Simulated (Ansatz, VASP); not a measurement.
This is a calculation of Ca for VASP 6.6.1.

Contents of INCAR:

```
SYSTEM = Ca
PREC = Accurate
ENCUT = 520
EDIFF = 1E-7
ISMEAR = -1
SIGMA = 0.05
LREAL = .FALSE.
LASPH = .TRUE.
NELM = 60
ALGO = Normal
ISIF = 2
LWAVE = .FALSE.
LCHARG = .FALSE.
GGA = PS
NBANDS = 11
```

KPOINTS

```
Automatic mesh
0
G
  8 8 8
  0 0 0
```

File POSCAR:

```
Ca
1.0
    0.0000000000      2.7754464148      2.7754464148
    2.7754464148      0.0000000000      2.7754464148
    2.7754464148      2.7754464148      0.0000000000
Ca
1
Direct
    0.0000000000      0.0000000000      0.0000000000
```

Potentials or basis: VASP PAW PBE potentials, release 64 (Ca_sv).

Command:

```bash
$ cat potpaw_PBE.64/Ca_sv/POTCAR > POTCAR
$ mpirun -np 1 vasp_std > vasp.out
```

Q: Set up the same calculation for Ansatz 0.2.0. Potentials there: JTH PAW.

A: As run (the cutoff follows the program's own potentials):

input.yaml

```yaml
crystal:
  lattice:
    - [0.0, 2.7754464148, 2.7754464148]
    - [2.7754464148, 0.0, 2.7754464148]
    - [2.7754464148, 2.7754464148, 0.0]
  atoms:
    - { symbol: Ca, position: [0.0, 0.0, 0.0] }
hamiltonian:
  xc: pbesol
  pseudopotentials: { kind: paw, source: jth, xc_functional: pbe }
kpoints:
  mp_grid: { grid: [8, 8, 8] }
scf:
  occupations: { method: fermi_dirac, width: 0.05 }
output:
  forces: true
  stress: true
  eigenvalues: true
```

Potentials or basis: JTH PAW.

Command:

```sh
$ ansatz run input.yaml --threads 2 --pin off --max-ram 5632MiB --backend cpu --events-out ev --progress --plain --runs-dir out
```

Both were run:

|  | VASP | Ansatz | Ansatz less VASP |
| --- | --- | --- | --- |
| gap on the k mesh at the Fermi level (eV) | none | none | - |
| pressure (GPa) | -0.9 | -0.9 | -0.01 |

A gap of «none» marks a metal or a gap that the smearing closes. With one functional, cell and mesh, what is left measures potentials, basis and numerics.

Caveats: the PAW data sets were made with another functional, which shifts forces and pressure a little (VASP).
